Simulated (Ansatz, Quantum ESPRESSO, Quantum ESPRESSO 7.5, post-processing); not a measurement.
**Screening and band shifts of blue phosphorene, 1 layer**

Aim: how blue phosphorene, 1 layer screens a field along its normal, and what the field does to its bands.

Program: Quantum ESPRESSO 7.5. Level of theory: plane-wave DFT, PBE, GBRV ultrasoft pseudopotentials (geometry and cross-check by Ansatz 0.2.0 with PAW datasets; geometry under PBE). Results are calculated unless marked as measured.

Most raw output is cut from this account.

## Step 1: Starting point

The cell holds 2 atoms: 2 P. Cell: a = 3.280 Å, b = 3.280 Å, c = 18.240 Å, α = 90.0°, β = 90.0°, γ = 120.0°. It derives from P. Vacuum lies along c.

## Step 2: Geometry from Ansatz

The geometry comes first, from a plane-wave PAW code, so that the later runs on this slab share one structure.

Contents of input.yaml:

```yaml
crystal:
  lattice:
    - [3.28, 0.0, 0.0]
    - [-1.64, 2.8405633244, 0.0]
    - [0.0, 0.0, 18.24]
  atoms:
    - { symbol: P, position: [0.6666666667, 0.3333333333, 0.4660087719] }
    - { symbol: P, position: [0.3333333333, 0.6666666667, 0.5339912281] }
kpoints:
  mp_grid: { grid: [12, 12, 1] }
hamiltonian:
  xc: pbe
scf:
  occupations: { method: fermi_dirac, width: 0.05 }
  convergence: { dr2_threshold: 1.0e-08 }
efield:
  axis: 3
  dipole_correction: true
  ramp_position: 0.97
  ramp_width: 0.04
relax:
  f_tol: 0.01
  cell: { fix: [c, alpha, beta] }
output:
  write_potential: true
  write_density: true
  volumetric_format: npy
```

On the command line:

```sh
$ ansatz run input.yaml --threads 2 --pin off --max-ram 4096MiB --backend cpu --events-out ev --progress --plain --runs-dir out
```

It took 5.9 s on 2 threads of Arm Neoverse V1, shared host; peak memory 0.39 GiB; 11 s of CPU time.

Little changed from the start: no atom moved by 0.005 Å and no cell edge by 0.1 %.

Numbers from this step:

* free energy: -1511.3235 eV
* Fermi energy: -2.402 eV
* gap by band count: 1.931 eV
* symmetry operations: 6
* dipole along the normal: 3.79e-5 e·Å
* vacuum level at the upper face over a Fermi level inside the gap: 5.191 eV
* vacuum level at the lower face over a Fermi level inside the gap: 5.192 eV

## Step 3: SCF with pw.x: no field

The zero-field run is the reference. tefield and dipfield are on already, so that all runs share k-points and boundary.

Level of this step: plane-wave DFT, PBE, GBRV ultrasoft pseudopotentials (Quantum ESPRESSO 7.5).

Contents of f0.in:

```
&control
  prefix = 'f0'
  outdir = './out'
  pseudo_dir = './pseudo'
  calculation = 'scf'
  tprnfor = .true.
  tefield = .true.
  dipfield = .true.
/
&system
  ibrav = 0
  nat = 2
  ntyp = 1
  ecutwfc = 40
  ecutrho = 200
  occupations = 'smearing'
  smearing = 'fd'
  degauss = 0.004
  edir = 3
  emaxpos = 0.97
  eopreg = 0.04
  eamp = 0.0
/
&electrons
  conv_thr = 1e-09
  mixing_beta = 0.4
  electron_maxstep = 120
  mixing_mode = 'plain'
/
ATOMIC_SPECIES
  P   30.9738  p_pbe_v1.5.uspp.F.UPF
CELL_PARAMETERS angstrom
  3.27955982395267 0.00000000000000 -0.00000000000000
  -1.63977991197633 2.84018212077383 0.00000000000000
  -0.00000000000000 0.00000000000000 18.24000000000000
ATOMIC_POSITIONS crystal
  P   0.666666666667 0.333333333333 0.465956067227
  P   0.333333333333 0.666666666667 0.534043932773
K_POINTS automatic
  12 12 1 0 0 0
```

On the command line:

```sh
$ OMP_NUM_THREADS=1 mpirun -n 2 pw.x -nk 2 -in f0.in > f0.out
```

Run time: 34 s. Hardware: 2 MPI ranks; peak memory 0.34 GiB.

Read from the output:

```
free energy                          : -422.2169 eV
Fermi energy                         : -2.406 eV
dipole along the normal              : 0 e·Å
valence top, on the run's zero       : -3.392 eV
conduction bottom, on the run's zero : -1.452 eV
gap by band count                    : 1.940 eV
```

The run needed 10 iterations to bring the estimated error under 1e-09 Ry; the largest force on any atom, held or free, is 0.01 eV/Å.

## Step 4: Electrostatic potential

plot_num = 11 writes the bare and Hartree potential. It leaves out exchange and correlation, which fade slowly, so it flattens close to the surface.

Contents of f0.pot.in:

```
&inputpp
  prefix = 'f0'
  outdir = './out'
  filplot = 'f0.pot.dat'
  plot_num = 11
/
```

On the command line:

```sh
$ OMP_NUM_THREADS=1 mpirun -n 2 pp.x -in f0.pot.in > f0.pot.out
```

Run time: 0.9 s. Hardware: 2 MPI ranks; peak memory 0.11 GiB.

Read from the output:

* slope of the potential above: 4.86e-5 eV/Å
* upper vacuum line continued to the top atoms, over the valence top: 6.172 eV
* slope of the potential below: -3.94e-5 eV/Å
* lower vacuum line continued to the bottom atoms, over the valence top: 6.172 eV
* vacuum level at the upper face over the valence top of the mesh: 6.172 eV
* vacuum level at the lower face over the valence top of the mesh: 6.172 eV

The vacuum is flat to 0.1 meV/Å, so its level is well defined. Inside the slab the curve depends on the local part of the pseudopotentials; only the vacuum level has a meaning of its own.

## Step 5: Band structure: no field

The density is frozen and the levels are solved along a path.

f0.bands.in, as its differences from the input of step 3:

```diff
@@ -1,7 +1,6 @@
 &control
-  prefix = 'f0'
+  prefix = 'f0.bands'
   outdir = './out'
   pseudo_dir = './pseudo'
-  calculation = 'scf'
-  tprnfor = .true.
+  calculation = 'bands'
   tefield = .true.
@@ -22,8 +21,9 @@
   eamp = 0.0
+  nbnd = 11
 /
 &electrons
-  conv_thr = 1e-09
+  conv_thr = 1e-07
   mixing_beta = 0.4
   electron_maxstep = 120
-  mixing_mode = 'plain'
+  mixing_mode = 'local-TF'
 /
@@ -38,3 +38,7 @@
   P   0.333333333333 0.666666666667 0.534043932773
-K_POINTS automatic
-  12 12 1 0 0 0
+K_POINTS crystal_b
+4
+  0.0000000000 0.0000000000 0.0000000000 14
+  0.5000000000 0.0000000000 0.0000000000 14
+  0.3333333333 0.3333333333 0.0000000000 14
+  0.0000000000 0.0000000000 0.0000000000 1
```

On the command line:

```sh
$ cp -r out/f0.save out/f0.bands.save
$ cp out/f0.xml out/f0.bands.xml
$ OMP_NUM_THREADS=1 mpirun -n 2 pw.x -nk 2 -in f0.bands.in > f0.bands.out
```

Elapsed: 30 s, on 2 MPI ranks; peak memory 0.13 GiB; 61 s of CPU time.

Read from the output:

```
conduction bottom, on the run's zero : -1.461 eV
gap by band count                    : 1.932 eV
```

Band numbers count within the set of bands kept for display. The electronic bands at the labelled points (eV, zero at the highest filled level of the SCF mesh; v1 is the highest filled band, c1 the lowest empty one):

```
  point     v4     v3     v2     v1    c1    c2    c3    c4
      Γ  -6.39  -0.40  -0.12  -0.12  3.78  3.91  3.91  5.36
halfway  -6.16  -3.87  -1.45  -0.04  2.26  5.03  5.31  6.46
      M  -8.95  -3.12  -2.27  -1.35  2.01  3.55  5.34  6.44
halfway  -8.96  -4.23  -2.50  -1.29  3.00  4.28  4.98  6.86
      K  -9.63  -5.33  -1.72  -1.72  2.19  5.54  5.54  8.29
halfway  -6.31  -3.85  -2.73   0.00  3.50  4.26  5.88  6.52
      Γ  -6.39  -0.40  -0.12  -0.12  3.78  3.91  3.91  5.36
```

Along this path the valence top lies between K and Γ and the conduction bottom between Γ and M.

## Step 6: SCF with pw.x: field 0.1 V/Å

eamp is the field in Hartree atomic units (1 a.u. = 51.42 V/Å). With dipfield on, it is the field in the vacuum beside an isolated sheet. The run starts from the density of the one before.

f1.in, as its differences from the input of step 3:

```diff
@@ -1,3 +1,3 @@
 &control
-  prefix = 'f0'
+  prefix = 'f1'
   outdir = './out'
@@ -21,3 +21,3 @@
   eopreg = 0.04
-  eamp = 0.0
+  eamp = 0.00194469
 /
@@ -28,2 +28,3 @@
   mixing_mode = 'plain'
+  startingpot = 'file'
 /
```

On the command line:

```sh
$ cp -r out/f0.save out/f1.save
$ OMP_NUM_THREADS=1 mpirun -n 2 pw.x -nk 2 -in f1.in > f1.out
```

Wall time 30 s (2 MPI ranks); peak memory 0.29 GiB.

Numbers from this step:

```
free energy                          : -422.2179 eV
Fermi energy                         : -2.393 eV
dipole along the normal              : 0.01928 e·Å
valence top, on the run's zero       : -3.379 eV
conduction bottom, on the run's zero : -1.438 eV
gap by band count                    : 1.940 eV
```

The dipole goes from -0.0000 to 0.0193 e Å, 0.1928 e Å per V/Å.

## Step 7: Electrostatic potential

Contents of f1.pot.in:

```
&inputpp
  prefix = 'f1'
  outdir = './out'
  filplot = 'f1.pot.dat'
  plot_num = 11
/
```

On the command line:

```sh
$ OMP_NUM_THREADS=1 mpirun -n 2 pp.x -in f1.pot.in > f1.pot.out
```

The job ended after 0.9 s (2 MPI ranks; peak memory 0.11 GiB; 1.7 s of CPU time).

Read from the output:

```
slope of the potential above                                          : 0.1000 eV/Å
upper vacuum line continued to the top atoms, over the valence top    : 6.047 eV
slope of the potential below                                          : 0.09995 eV/Å
lower vacuum line continued to the bottom atoms, over the valence top : 6.298 eV
```

The slope in the vacuum is 0.100 eV/Å for an applied 0.10 V/Å, as it should be.

## Step 8: Ground state: field 0.2 V/Å

f2.in, as its differences from the input of step 6:

```diff
@@ -1,3 +1,3 @@
 &control
-  prefix = 'f1'
+  prefix = 'f2'
   outdir = './out'
@@ -21,3 +21,3 @@
   eopreg = 0.04
-  eamp = 0.00194469
+  eamp = 0.00388938
 /
```

On the command line:

```sh
$ cp -r out/f0.save out/f2.save
$ OMP_NUM_THREADS=1 mpirun -n 2 pw.x -nk 2 -in f2.in > f2.out
```

It took 32 s on 2 MPI ranks; peak memory 0.2 GiB.

This step gave:

- free energy: -422.2208 eV
- Fermi energy: -2.380 eV
- dipole along the normal: 0.03858 e·Å
- valence top, on the run's zero: -3.366 eV
- conduction bottom, on the run's zero: -1.426 eV

The dipole goes from -0.0000 to 0.0386 e Å, 0.1929 e Å per V/Å.

## Step 9: Electrostatic potential

Contents of f2.pot.in:

```
&inputpp
  prefix = 'f2'
  outdir = './out'
  filplot = 'f2.pot.dat'
  plot_num = 11
/
```

On the command line:

```sh
$ OMP_NUM_THREADS=1 mpirun -n 2 pp.x -in f2.pot.in > f2.pot.out
```

The job ended after 0.9 s (2 MPI ranks; peak memory 0.11 GiB).

Read from the output:

```
slope of the potential above                                          : 0.2000 eV/Å
upper vacuum line continued to the top atoms, over the valence top    : 5.925 eV
slope of the potential below                                          : 0.1999 eV/Å
lower vacuum line continued to the bottom atoms, over the valence top : 6.425 eV
```

The slope in the vacuum is 0.200 eV/Å for an applied 0.20 V/Å, as it should be.

## Step 10: Band structure: field 0.2 V/Å

f2.bands.in, as its differences from the input of step 5:

```diff
@@ -1,3 +1,3 @@
 &control
-  prefix = 'f0.bands'
+  prefix = 'f2.bands'
   outdir = './out'
@@ -20,3 +20,3 @@
   eopreg = 0.04
-  eamp = 0.0
+  eamp = 0.00388938
   nbnd = 11
```

On the command line:

```sh
$ cp -r out/f2.save out/f2.bands.save
$ cp out/f2.xml out/f2.bands.xml
$ OMP_NUM_THREADS=1 mpirun -n 2 pw.x -nk 2 -in f2.bands.in > f2.bands.out
```

It took 30 s on 2 MPI ranks; peak memory 0.13 GiB.

Read from the output:

```
conduction bottom, on the run's zero : -1.434 eV
gap by band count                    : 1.931 eV
```

Band numbers count within the set of bands kept for display. The electronic bands at the labelled points (eV, zero at the highest filled level of the SCF mesh; v1 is the highest filled band, c1 the lowest empty one):

```
  point     v4     v3     v2     v1    c1    c2    c3    c4
      Γ  -6.39  -0.40  -0.12  -0.12  3.78  3.91  3.91  5.04
halfway  -6.16  -3.87  -1.45  -0.04  2.26  5.02  5.31  6.19
      M  -8.95  -3.12  -2.27  -1.35  2.01  3.55  5.34  6.44
halfway  -8.96  -4.23  -2.50  -1.29  3.00  4.28  4.98  6.85
      K  -9.63  -5.33  -1.73  -1.71  2.19  5.53  5.55  8.29
halfway  -6.31  -3.85  -2.73   0.00  3.50  4.26  5.88  6.40
      Γ  -6.39  -0.40  -0.12  -0.12  3.78  3.91  3.91  5.04
```

Upper empty bands that drop with the field can be states of the vacuum, held by the sawtooth; they depend on the cell's width.

Along this path the valence top lies between K and Γ and the conduction bottom between Γ and M.

## Step 11: Self-consistent run: field 0.4 V/Å

f3.in, as its differences from the input of step 8:

```diff
@@ -1,3 +1,3 @@
 &control
-  prefix = 'f2'
+  prefix = 'f3'
   outdir = './out'
@@ -21,3 +21,3 @@
   eopreg = 0.04
-  eamp = 0.00388938
+  eamp = 0.00777876
 /
```

On the command line:

```sh
$ cp -r out/f0.save out/f3.save
$ OMP_NUM_THREADS=1 mpirun -n 2 pw.x -nk 2 -in f3.in > f3.out
```

The job ended after 34 s (2 MPI ranks; peak memory 0.2 GiB).

Read from the output:

```
free energy                          : -422.2324 eV
Fermi energy                         : -2.357 eV
dipole along the normal              : 0.07724 e·Å
valence top, on the run's zero       : -3.344 eV
conduction bottom, on the run's zero : -1.404 eV
gap by band count                    : 1.940 eV
```

The dipole goes from -0.0000 to 0.0772 e Å, 0.1931 e Å per V/Å.

## Step 12: Electrostatic potential

Contents of f3.pot.in:

```
&inputpp
  prefix = 'f3'
  outdir = './out'
  filplot = 'f3.pot.dat'
  plot_num = 11
/
```

On the command line:

```sh
$ OMP_NUM_THREADS=1 mpirun -n 2 pp.x -in f3.pot.in > f3.pot.out
```

Elapsed: 0.9 s, on 2 MPI ranks; peak memory 0.11 GiB.

Numbers from this step:

* slope of the potential above: 0.4000 eV/Å
* upper vacuum line continued to the top atoms, over the valence top: 5.683 eV
* slope of the potential below: 0.3999 eV/Å
* lower vacuum line continued to the bottom atoms, over the valence top: 6.686 eV

The slope in the vacuum is 0.400 eV/Å for an applied 0.40 V/Å, as it should be.

Each curve counts from the valence top of its own run.

The runs together. Table of potential energy by z:

```
z (Å)  potential at 0 V/Å (eV)  potential at 0.1 V/Å (eV)  potential at 0.2 V/Å (eV)  potential at 0.4 V/Å (eV)
    0                     6.17                       5.81                       5.45                       4.74
    1                     6.17                       5.55                       4.93                       3.69
    2                     6.17                       5.65                       5.13                       4.09
    3                     6.17                       5.75                       5.33                       4.49
    4                     6.17                       5.85                       5.53                       4.89
    5                     6.17                       5.95                       5.72                       5.28
    6                     6.13                       6.00                       5.88                       5.63
    7                     5.49                       5.45                       5.41                       5.32
    8                    -4.37                      -4.38                      -4.38                      -4.39
    9                    -8.95                      -8.95                      -8.95                      -8.95
   10                    -9.78                      -9.78                      -9.77                      -9.77
   11                     4.82                       4.85                       4.88                       4.94
   12                     6.09                       6.20                       6.31                       6.52
   13                     6.17                       6.37                       6.57                       6.98
   14                     6.17                       6.47                       6.78                       7.39
   15                     6.17                       6.57                       6.98                       7.79
   16                     6.17                       6.67                       7.18                       8.19
   17                     6.17                       6.77                       7.38                       8.59
   18                     6.17                       6.26                       6.36                       6.55
```

## Step 13: Bands along a path: field 0.4 V/Å

f3.bands.in, as its differences from the input of step 10:

```diff
@@ -1,3 +1,3 @@
 &control
-  prefix = 'f2.bands'
+  prefix = 'f3.bands'
   outdir = './out'
@@ -20,3 +20,3 @@
   eopreg = 0.04
-  eamp = 0.00388938
+  eamp = 0.00777876
   nbnd = 11
```

On the command line:

```sh
$ cp -r out/f3.save out/f3.bands.save
$ cp out/f3.xml out/f3.bands.xml
$ OMP_NUM_THREADS=1 mpirun -n 2 pw.x -nk 2 -in f3.bands.in > f3.bands.out
```

Run time: 31 s. Hardware: 2 MPI ranks; peak memory 0.13 GiB.

Read from the output:

```
conduction bottom, on the run's zero : -1.413 eV
gap by band count                    : 1.931 eV
```

Band numbers count within the set of bands kept for display. The electronic bands at the labelled points (eV, zero at the highest filled level of the SCF mesh; v1 is the highest filled band, c1 the lowest empty one):

```
  point     v4     v3     v2     v1    c1    c2    c3    c4
      Γ  -6.39  -0.40  -0.12  -0.12  3.77  3.91  3.91  4.36
halfway  -6.16  -3.87  -1.45  -0.04  2.26  5.00  5.31  5.55
      M  -8.95  -3.12  -2.27  -1.35  2.01  3.55  5.34  6.43
halfway  -8.96  -4.23  -2.50  -1.29  3.00  4.28  4.98  6.85
      K  -9.63  -5.33  -1.74  -1.70  2.19  5.52  5.56  8.28
halfway  -6.31  -3.85  -2.73   0.00  3.50  4.26  5.84  5.92
      Γ  -6.39  -0.40  -0.12  -0.12  3.77  3.91  3.91  4.36
```

Upper empty bands that drop with the field can be states of the vacuum, held by the sawtooth; they depend on the cell's width.

Along this path the valence top lies between K and Γ and the conduction bottom between Γ and M.

## Step 14: Valence density

plot_num = 0 writes the valence density.

Contents of f0.rho.in:

```
&inputpp
  prefix = 'f0'
  outdir = './out'
  filplot = 'f0.rho.dat'
  plot_num = 0
/
```

On the command line:

```sh
$ OMP_NUM_THREADS=1 mpirun -n 2 pp.x -in f0.rho.in > f0.rho.out
```

Run time: 0.91 s. Hardware: 2 MPI ranks; peak memory 0.11 GiB; 1.7 s of CPU time.

Numbers from this step:

```
electrons by integration : 10.000 e
```

Mean over planes. The valence density, planar mean by z:

```
z (Å)  valence density, planar mean (e/Å³)
  4.5                               2.7e-5
  5.0                               1.1e-4
  5.5                               4.3e-4
  6.0                              0.00175
  6.5                              0.00721
  7.0                               0.0306
  7.5                                0.115
  8.0                                0.258
  8.5                                0.345
  9.0                                0.449
  9.5                                0.385
 10.0                                0.286
 10.5                                0.190
 11.0                               0.0596
 11.5                               0.0145
 12.0                              0.00345
 12.5                               8.4e-4
 13.0                               2.1e-4
 13.5                               5.2e-5
 14.0                               1.3e-5
```

Valence density in the ca plane at fractional y = 0.333, with atoms of P within 0.2 Å of it. It is the smooth field of the valence electrons, not physical close to the nuclei.

Ten steps, logarithmic in the rise over the least value, from '0' (0.0 e/Å³) to '9' (1.1 e/Å³), each cell a mean:
```
00000000000000012468888765320000000000000000
00000000000000013588888754210000000000000000
00000000000000013588988753210000000000000000
00000000000000012578888754210000000000000000
00000000000000002467888765321000000000000000
00000000000000001245677776421000000000000000
00000000000000001234567776421000000000000000
00000000000000001346777776421000000000000000
```
Columns run along c (18.2 Å), rows up along a (3.3 Å). Atoms in or near the plane, at fractional coordinates: P at (0.47, 0.67).

The density integrates to 10.000 electrons, as the 10 of the input ask.

## Step 15: Valence density

Contents of f2.rho.in:

```
&inputpp
  prefix = 'f2'
  outdir = './out'
  filplot = 'f2.rho.dat'
  plot_num = 0
/
```

On the command line:

```sh
$ OMP_NUM_THREADS=1 mpirun -n 2 pp.x -in f2.rho.in > f2.rho.out
```

The job ended after 0.97 s (2 MPI ranks; peak memory 0.11 GiB; 1.8 s of CPU time).

## Step 16: Charge moved by a field of 0.2 V/Å

Read from the output:

| Quantity | Value |
| --- | --- |
| largest charge moved across a plane | 0.001129 e/Å² |
| dipole step | -0.7496 eV |

Planar mean against z:

```
z (Å)  planar mean (e/Å³)
    2              3.1e-8
    3              2.8e-7
    4              2.4e-6
    5              1.9e-5
    6              1.3e-4
    7              5.6e-4
    8              2.7e-4
    9              8.4e-5
   10             -1.4e-4
   11             -6.7e-4
   12             -1.8e-4
   13             -2.6e-5
   14             -3.0e-6
   15             -2.9e-7
   16             -2.7e-8
```

Table of running integral, electrons below z by z:

z (Å), running integral, electrons below z (e/Å²) and a bar:
```
      2.5    0.00000 
      3.0    0.00000 
      3.5    0.00000 
      4.0    0.00000 
      4.5    0.00000 
      5.0    0.00001 
      5.5    0.00003 #
      6.0    0.00008 ##
      6.5    0.00018 #####
      7.0    0.00041 ###########
      7.5    0.00074 ####################
      8.0    0.00097 ##########################
      8.5    0.00105 ############################
      9.0    0.00113 ##############################
      9.5    0.00107 #############################
     10.0    0.00099 ##########################
     10.5    0.00081 #####################
     11.0    0.00047 ############
     11.5    0.00021 ######
     12.0    0.00008 ##
     12.5    0.00003 #
     13.0    0.00001 
     13.5    0.00000 
     14.0    0.00000 
     14.5    0.00000 
     15.0    0.00000
```

(Continued in part 2 of 2.)

[Logs are printed without paths, hosts, clocks, repeated set-up lines and the standing remarks that a program may print on its own settings, such as how far it seeks lower states.]

[Hosts, paths, dates, database ids (printed as entryN), source tags and the programs' standing remarks are cut or masked in the printed files.]

[Maps of the electrostatic potential energy from Ansatz leave out the sawtooth potential of an applied field or a dipole correction, so their vacuum need not be flat; planar profiles and work functions include it.]
